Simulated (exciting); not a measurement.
Something may be wrong with this exciting (release sodium) calculation of GaN.

The input input.xml:

```xml
<input>
  <title>GaN</title>
  <structure speciespath="./" tshift="false" cartesian="true">
    <crystal scale="1">
      <basevect>-0.110949600229 4.240522746947 4.300918393890</basevect>
      <basevect>4.151399483457 -0.072920751697 4.262889545358</basevect>
      <basevect>4.147757981215 4.198852396173 -0.069279249455</basevect>
    </crystal>
    <species speciesfile="Ga.xml" rmt="2">
      <atom coord="0.000000000000 0.000000000000 0.000000000000"/>
    </species>
    <species speciesfile="N.xml" rmt="1.45">
      <atom coord="2.047051966111 2.091613597856 2.123632172448"/>
    </species>
  </structure>
  <groundstate do="fromscratch" ngridk="5 5 5" rgkmax="6.5" gmaxvr="14" lmaxapw="10" lmaxmat="10" lmaxvr="8" xctype="GGA_PBESOL" stype="Fermi Dirac" swidth="0.00036749" nempty="10" ValenceRelativity="iora*" epsengy="1e-05" epspot="1e-05" maxscl="60" outputlevel="normal">
    <libxc exchange="XC_GGA_X_AM05" correlation="XC_GGA_C_AM05"/>
  </groundstate>
  <properties>
    <bandstructure>
      <plot1d>
        <path steps="120">
          <point coord="0 0.5 0" label="X"/>
          <point coord="0 0 0" label="G"/>
          <point coord="0 0 0.5" label="Y" breakafter="true"/>
          <point coord="0 0.5 0.5" label="L"/>
          <point coord="0 0 0" label="G"/>
          <point coord="0.5 0 0" label="Z" breakafter="true"/>
          <point coord="0.5 0.5 0" label="N"/>
          <point coord="0 0 0" label="G"/>
          <point coord="0.5 0 0.5" label="M" breakafter="true"/>
          <point coord="0.5 0.5 0.5" label="R"/>
          <point coord="0 0 0" label="G"/>
        </path>
      </plot1d>
    </bandstructure>
    <dos nwdos="300" winddos="-0.6 0.5" inttype="tetra" ngrdos="100" nsmdos="1"/>
    <TSvdW/>
  </properties>
</input>
```

Potentials or basis: all-electron LAPW+lo, shipped species files, valence relativity iora*.

Run with:

```bash
$ OMP_NUM_THREADS=1 exciting_smp
```

Output:

```text
Parser ERROR: 'GGA_PBESOL                                                                      ' is not valid selection for xctype
```

Task: How did it end, and where is the flaw?

Result: The input was rejected before any iteration. The input holds a flaw that was put in on purpose: functional word that the schema lacks (xctype = GGA_PBESOL).
